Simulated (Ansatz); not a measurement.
# CuO (P-1) in Ansatz: reference runs

Aim: a first look at CuO with PBEsol, on the cell as given and on a disturbed one.

Program: Ansatz 0.2.0. These are calculated values, not measurements. Logs are shortened: lines on timing, memory, paths and dates and some standing lists are left out, and cuts for length are marked.

**1. The structure**

The typed cell holds 4 atoms: a = 2.880 Å, b = 2.880 Å, c = 5.176 Å, α = 89.81°, β = 89.81°, γ = 89.22°.

The cell comes from a database or a generator and needn't be the stable form of this composition.

**2. Single point, PBEsol**

Contents of input.yaml:

```yaml
crystal:
  lattice:
    - [2.8795009639, 0.0, 0.0]
    - [0.039072758, 2.8792794796, 0.0]
    - [0.0174953863, 0.0172449008, 5.1763391994]
  atoms:
    - { symbol: Cu, position: [0.0, 0.5, 0.0] }
    - { symbol: Cu, position: [0.5, 0.0, 0.5] }
    - { symbol: O, position: [0.99842397, 0.00167178, 0.7498871] }
    - { symbol: O, position: [0.00157603, 0.99832822, 0.2501129] }
hamiltonian:
  xc: pbesol
  pseudopotentials: { kind: paw }
kpoints:
  mp_grid: { grid: [9, 9, 5] }
scf:
  occupations: { method: fermi_dirac, width: 0.05 }
output:
  forces: true
  stress: true
  eigenvalues: true
```

Potentials or basis: Ansatz PAW.

The run is started by

```
$ ansatz run input.yaml --threads 2 --pin off --max-ram 5632MiB --backend cpu --events-out ev --progress --plain --runs-dir out
```

What it wrote:

```text
Warning: RAYON_NUM_THREADS=2 ignored (pool sized by the plan → 2); use --threads N
Engine: ansatz 0.2.0, aarch64-unknown-linux-gnu
Pseudopotentials: kind: paw
Pseudopotential: Cu, paw, valence charge 19, recommended cutoff 420 eV (normal), Cu.paw.azcp
Pseudopotential: O, paw, valence charge 6, recommended cutoff 420 eV (normal), O.paw.azcp
Functional definition: PBEsol
  exchange = pbesol_x
  correlation = pbesol_c
Crystal: 4 atoms, lattice volume = 42.916 Å³
Basis set: ecut = 420 eV, 827 PW (Γ), exchange–correlation on 40×40×72 points (8 copies of the dense FFT grid, shifted against one another)
Bands: 30, of which v1, the nominal top of the filled ones, is band 25 counted from 1 (24 counted from 0)
Symmetry: 2 space group operations
Space group: P-1 (ITA 2), of the structure as read, at distance tolerance 3.5e-5 Å
k-points: 203 of 405
Non-local potential: Cu, projectors of the file, l = 0: 3, l = 1: 2, l = 2: 3, l = 3: 1
Non-local potential: O, projectors of the file, l = 0: 2, l = 1: 2, l = 2: 1
PAW form: soft (Blöchl's): semilocal exchange-correlation on the pseudo side does not see the compensation charge
PAW frozen core: Cu, regenerated for the run's functional, and the local potential with it (the file was generated under x = pbe(κ = 0.804, μ = 0.2195149727645171), c = pbe(β = 0.06672455060314922))
PAW frozen core: O, regenerated for the run's functional, and the local potential with it (the file was generated under x = pbe(κ = 0.804, μ = 0.2195149727645171), c = pbe(β = 0.06672455060314922))
PAW one-centre angular grid: Cu, 590 points (default); XC on 64 Gauss nodes
PAW one-centre angular grid: O, 110 points (default); XC on 64 Gauss nodes
Initial density: superposition of atomic densities (neutral atoms: chi_scale 0, normalization atom), corrected by the library's trained network
Initial wavefunctions: pseudopotential atomic-orbital guess
Functional: x = pbesol(κ = 0.804, μ = 0.12345679012345678), c = pbesol(β = 0.046)
SCF iter   1: F=—  HF=-14296.585676 eV  |F-HF|=—  |Δ(HF+E_count)|=         —  Δρ=1.90e-2  dr2=1.06e-1  ethr=1.77e-3  ⟨swp⟩=5.6  Hψ=21638  notcnv=0
preconditioner: auto → LDOS  [metal: Δε(μ)=0.058 eV  Ē_g=11.210 eV  σ=0.050 eV  W_gap=0.28  n_scr=16 (ndim 8)  ℏωp=33.1 eV  f_vac=0.037  D(μ)=2.21/eV (n_scr^D=16)  β→1.0]
SCF iter   2: F=—  HF=-14296.615126 eV  |F-HF|=—  |Δ(HF+E_count)|=   2.95e-2  Δρ=2.82e-2  dr2=1.78e-1  ethr=2.12e-4  ⟨swp⟩=2.4  Hψ=14037  notcnv=0  recentre
SCF iter   3: F=—  HF=-14296.554385 eV  |F-HF|=—  |Δ(HF+E_count)|=   6.07e-2  Δρ=3.86e-3  dr2=5.40e-3  ethr=2.12e-4  ⟨swp⟩=2.2  Hψ=11819  notcnv=0
SCF iter   4: F=—  HF=-14296.553184 eV  |F-HF|=—  |Δ(HF+E_count)|=   1.20e-3  Δρ=2.00e-3  dr2=1.15e-3  ethr=1.08e-5  ⟨swp⟩=2.3  Hψ=10300  notcnv=0
SCF iter   5: F=—  HF=-14296.553000 eV  |F-HF|=—  |Δ(HF+E_count)|=   1.84e-4  Δρ=4.69e-4  dr2=6.08e-5  ethr=2.30e-6  ⟨swp⟩=2.3  Hψ=8363  notcnv=0
SCF iter   6: F=—  HF=-14296.552876 eV  |F-HF|=—  |Δ(HF+E_count)|=   1.24e-4  Δρ=1.00e-4  dr2=2.61e-6  ethr=1.22e-7  ⟨swp⟩=2.0  Hψ=7759  notcnv=0
SCF iter   7: F=—  HF=-14296.552876 eV  |F-HF|=—  |Δ(HF+E_count)|=   1.64e-7  Δρ=4.08e-5  dr2=4.47e-7  ethr=5.21e-9  ⟨swp⟩=2.4  Hψ=9797  notcnv=0
SCF iter   8: F=-14296.552876 eV  HF=-14296.552876 eV  |F-HF|=3.82e-8  |Δ(HF+E_count)|=   2.05e-8  Δρ=1.18e-5  dr2=3.72e-8  ethr=2.00e-10  ⟨swp⟩=4.0  Hψ=19795  notcnv=0
SCF 1 converged in 8 iterations: F = -14296.552876 eV  dr2 = 3.72e-8
SCF converged after 8 iterations
Free energy (F): -14296.552876 eV
Harris-Foulkes:  -14296.552876 eV  (|F-HF|=3.82e-8)
Internal energy: -14296.533693 eV  (E = F + TS)
E sigma→0 (E₀):  -14296.543284 eV
Entropy (-TS):   -0.019183 eV (-4.796 meV/atom)
Fermi energy:    11.259366 eV
--- Per-component energies (eV) ---
  E_band       = -908.833207
  E_kinetic    = 941.341570
  E_local      = -10023.297602  (includes V_loc(G=0)·N_el)
  E_nonlocal   = 879.759421
  E_hartree    = 4333.850997
  E_xc         = -320.651135
  E_vxc        = -413.707751  (∫ρ·V_xc dr)
  E_paw        = -3552.327224  (= ΣΔE_a)
  E_vpaw       = -960.642053  (= ΣTr[D̂ρ^β])
  E_aug_tail   = 0.005495  (compensation charges beyond the density's cutoff)
  E_ewald      = -6555.698196
  E_core_change = 0.482980  (= ΣΔE_core)
  E_smearing   = -0.019183  (= −TS)
  E_closure    = -0.000000  (closes the sum)
  Σ components = -14296.552876   (vs F -14296.552876, Δ=0.00e0)
--- Forces (eV/Å), atoms counted from 1 ---
  atom   1  Cu     0.00000000     0.00000000     0.00000000
  atom   2  Cu     0.00000000     0.00000000     0.00000000
  atom   3  O      0.00525642    -0.00672465     0.00963169
  atom   4  O     -0.00525642     0.00672465    -0.00963169
  max |Σ_I F_I| component: 0.00e0 eV/Å
--- Stress (GPa, compression-positive) ---
       -0.698598      -0.094163      -0.015856
       -0.094163      -0.741465      -0.003742
       -0.015856      -0.003742      -4.658946
  P = ⅓ Tr σ = -2.0330 GPa (-20.330 kbar)
--- Band table (eV; the first three rows and the last of 203) ---
  k-point 0: bands = ["-101.2076", "-101.2037", "-58.8551", "-58.8506", "-58.8159", "-58.8083", "-58.5181", "-58.5154", "-8.7232", "-7.3783", "2.7807", "5.6657", "5.6939", "7.3698", "7.7684", "7.7727", "7.8177", "8.1263", "8.4760", "8.8114", "8.8220", "8.8650", "8.9491", "9.2384", "11.9385", "11.9719", "12.6828", "17.2999", "18.5420", "24.7373"]
  k-point 1: bands = ["-101.2076", "-101.2037", "-58.8551", "-58.8506", "-58.8155", "-58.8088", "-58.5181", "-58.5154", "-8.6158", "-7.5345", "3.1739", "5.6856", "5.7095", "7.1189", "7.5382", "7.5632", "7.5671", "7.8148", "8.7097", "8.8730", "8.9409", "9.1318", "9.1490", "9.1520", "11.7683", "11.7984", "13.1981", "16.4224", "19.7387", "24.8479"]
  k-point 2: bands = ["-101.2076", "-101.2037", "-58.8551", "-58.8506", "-58.8145", "-58.8098", "-58.5181", "-58.5154", "-8.3179", "-7.9088", "4.2333", "5.6819", "5.7229", "5.7346", "7.3299", "7.3306", "7.6454", "7.7719", "8.8201", "8.8939", "8.9193", "8.9607", "9.6295", "9.6388", "11.4304", "11.4463", "14.2273", "15.3132", "21.6746", "23.7388"]
  k-point 202: bands = ["-101.2067", "-101.2029", "-58.8699", "-58.8515", "-58.8125", "-58.8088", "-58.5274", "-58.5186", "-7.9381", "-7.2371", "4.0732", "4.2118", "5.3660", "5.6910", "6.7923", "7.0642", "8.1009", "8.5556", "8.6048", "8.8008", "8.9756", "9.2047", "9.3979", "9.7046", "11.1536", "11.7407", "15.1234", "16.8063", "18.9304", "21.8229"]
```

It took 7.3 s on 2 threads of Arm Neoverse V1, shared host; peak memory 0.45 GiB.

Results:

| Quantity | Value |
| --- | --- |
| Free energy | -14296.5529 eV |
| Pressure | -2.0 GPa |
| Largest force | 0.013 eV/Å |
| Band gap on the k mesh | none (metal or under the smearing width) |

Forces in eV/Å, atoms in the order of the input:
```
Cu   0.000  0.000  0.000
Cu   0.000  0.000  0.000
O    0.005 -0.007  0.010
O   -0.005  0.007 -0.010
```

Levels at points of the mesh, in eV from the Fermi level:
| k point | band 21 | band 22 | band 23 | band 24 | band 25 | band 26 | band 27 | band 28 | band 29 | band 30 |
| --- | --- | --- | --- | --- | --- | --- | --- | --- | --- | --- |
| (0.00, 0.00, 0.00) | -2.44 | -2.39 | -2.31 | -2.02 | 0.68 | 0.71 | 1.42 | 6.04 | 7.28 | 13.48 |

Caveat: the pressure holds a Pulay correction of +0.7 GPa for the finite cutoff; the run has no spin polarisation, though such a crystal can be magnetic; semilocal functionals often make such compounds metallic where correlation or magnetic order opens a gap, which also shifts bond lengths; the PAW data sets come from PBE, with cores solved anew for the run's functional, which leaves a small shift of forces and pressure. With open d or f shells a metallic result of PBEsol can be an artefact of self-interaction; +U or a hybrid may open a gap.

**3. Single point, PBEsol (atoms moved at random, drawn with an rms of 0.05 Å)**

Contents of input.yaml:

```yaml
crystal:
  lattice:
    - [2.8795009639, 0.0, 0.0]
    - [0.039072758, 2.8792794796, 0.0]
    - [0.0174953863, 0.0172449008, 5.1763391994]
  atoms:
    - { symbol: Cu, position: [-0.01301, 0.506555, -0.000129] }
    - { symbol: Cu, position: [0.486387, 0.000991, 0.502537] }
    - { symbol: O, position: [0.995926, -0.009379, 0.747028] }
    - { symbol: O, position: [3.9e-05, 0.991715, 0.250013] }
hamiltonian:
  xc: pbesol
  pseudopotentials: { kind: paw }
kpoints:
  mp_grid: { grid: [9, 9, 5] }
scf:
  occupations: { method: fermi_dirac, width: 0.05 }
output:
  forces: true
  stress: true
  eigenvalues: true
```

Potentials or basis: Ansatz PAW.

The run is started by

```
$ ansatz run input.yaml --threads 2 --pin off --max-ram 5632MiB --backend cpu --events-out ev --progress --plain --runs-dir out
```

What it wrote:

```text
Warning: RAYON_NUM_THREADS=2 ignored (pool sized by the plan → 2); use --threads N
[... 7 set-up lines as earlier in the session ...]
Crystal: 4 atoms, lattice volume = 42.916 Å³
Basis set: ecut = 420 eV, 827 PW (Γ), exchange–correlation on 40×40×72 points (8 copies of the dense FFT grid, shifted against one another)
Bands: 30, of which v1, the nominal top of the filled ones, is band 25 counted from 1 (24 counted from 0)
Symmetry: 1 space group operations
Space group: P1 (ITA 1), of the structure as read, at distance tolerance 3.5e-5 Å
k-points: 203 of 405 (time reversal used)
[... 2 set-up lines as earlier in the session ...]
[... 23 lines left out ...]
E sigma→0 (E₀):  -14296.512814 eV
Entropy (-TS):   -0.019338 eV (-4.834 meV/atom)
Fermi energy:    11.253849 eV
--- Per-component energies (eV) ---
  E_band       = -908.984897
  E_kinetic    = 941.409402
  E_local      = -10025.552241  (includes V_loc(G=0)·N_el)
  E_nonlocal   = 879.785096
  E_hartree    = 4334.855053
  E_xc         = -320.663703
  E_vxc        = -413.724332  (∫ρ·V_xc dr)
  E_paw        = -3552.325823  (= ΣΔE_a)
  E_vpaw       = -960.623787  (= ΣTr[D̂ρ^β])
  E_aug_tail   = 0.005434  (compensation charges beyond the density's cutoff)
  E_ewald      = -6554.499344
  E_core_change = 0.482980  (= ΣΔE_core)
  E_smearing   = -0.019338  (= −TS)
  E_closure    = 0.000000  (closes the sum)
  Σ components = -14296.522483   (vs F -14296.522483, Δ=0.00e0)
--- Forces (eV/Å), atoms counted from 1 ---
  atom   1  Cu     0.13282459    -0.62905746    -0.00885239
  atom   2  Cu     0.50560948    -0.12236591    -0.30723773
  atom   3  O     -0.32743902     0.39143571     0.27347537
  atom   4  O     -0.31100789     0.35998888     0.04263292
  max |Σ_I F_I| component: 1.82e-5 eV/Å
--- Stress (GPa, compression-positive) ---
       -0.267690       0.027906      -0.120190
        0.027905      -0.786526      -0.213158
       -0.120190      -0.213158      -4.136607
  P = ⅓ Tr σ = -1.7303 GPa (-17.303 kbar)
--- Band table (eV; the first three rows and the last of 203) ---
  k-point 0: bands = ["-101.2334", "-101.1861", "-58.8854", "-58.8436", "-58.8302", "-58.7907", "-58.5352", "-58.5039", "-8.7266", "-7.3805", "2.7802", "5.6182", "5.7245", "7.3380", "7.6264", "7.7367", "7.9448", "8.1537", "8.4399", "8.8192", "8.8693", "8.8798", "8.9513", "9.2523", "11.9150", "11.9773", "12.6786", "17.3119", "18.5289", "24.6941"]
  k-point 1: bands = ["-101.2334", "-101.1861", "-58.8854", "-58.8435", "-58.8303", "-58.7907", "-58.5352", "-58.5039", "-8.6198", "-7.5358", "3.1705", "5.6323", "5.7407", "7.0878", "7.5033", "7.5360", "7.5922", "7.8576", "8.6744", "8.8635", "8.9413", "9.0791", "9.1926", "9.2325", "11.7461", "11.8058", "13.1938", "16.4207", "19.7381", "24.8051"]
  k-point 2: bands = ["-101.2334", "-101.1862", "-58.8854", "-58.8434", "-58.8303", "-58.7909", "-58.5352", "-58.5039", "-8.3264", "-7.9053", "4.2166", "5.5287", "5.7287", "5.8830", "7.3096", "7.3257", "7.6401", "7.7767", "8.7993", "8.8790", "8.9232", "8.9535", "9.6505", "9.6726", "11.4033", "11.4655", "14.2200", "15.3062", "21.6775", "23.7428"]
  k-point 202: bands = ["-101.2325", "-101.1853", "-58.9002", "-58.8415", "-58.8312", "-58.7897", "-58.5357", "-58.5159", "-7.9390", "-7.2422", "4.0478", "4.2282", "5.3594", "5.7064", "6.7579", "7.0878", "8.0856", "8.5589", "8.5964", "8.7886", "8.9569", "9.2074", "9.4144", "9.7262", "11.1370", "11.7304", "15.0945", "16.8412", "18.9300", "21.8195"]
```

It took 13 s on 2 threads of Arm Neoverse V1, shared host; peak memory 0.43 GiB.

What came out:

```yaml
Free_energy: -14296.5225 eV
Pressure: -1.7 GPa
Largest_force: 0.643 eV/Å
Band_gap_on_the_k_mesh: none (metal or under the smearing width)
```

Forces in eV/Å, atoms in the order of the input:
```
Cu   0.133 -0.629 -0.009
Cu   0.506 -0.122 -0.307
O   -0.327  0.391  0.273
O   -0.311  0.360  0.043
```

Levels at points of the mesh, in eV from the Fermi level:
| k point | band 21 | band 22 | band 23 | band 24 | band 25 | band 26 | band 27 | band 28 | band 29 | band 30 |
| --- | --- | --- | --- | --- | --- | --- | --- | --- | --- | --- |
| (0.00, 0.00, 0.00) | -2.38 | -2.37 | -2.30 | -2.00 | 0.66 | 0.72 | 1.42 | 6.06 | 7.28 | 13.44 |

Caveat: the pressure holds a Pulay correction of +0.7 GPa for the finite cutoff; the run has no spin polarisation, though such a crystal can be magnetic; semilocal functionals often make such compounds metallic where correlation or magnetic order opens a gap, which also shifts bond lengths; the PAW data sets come from PBE, with cores solved anew for the run's functional, which leaves a small shift of forces and pressure.
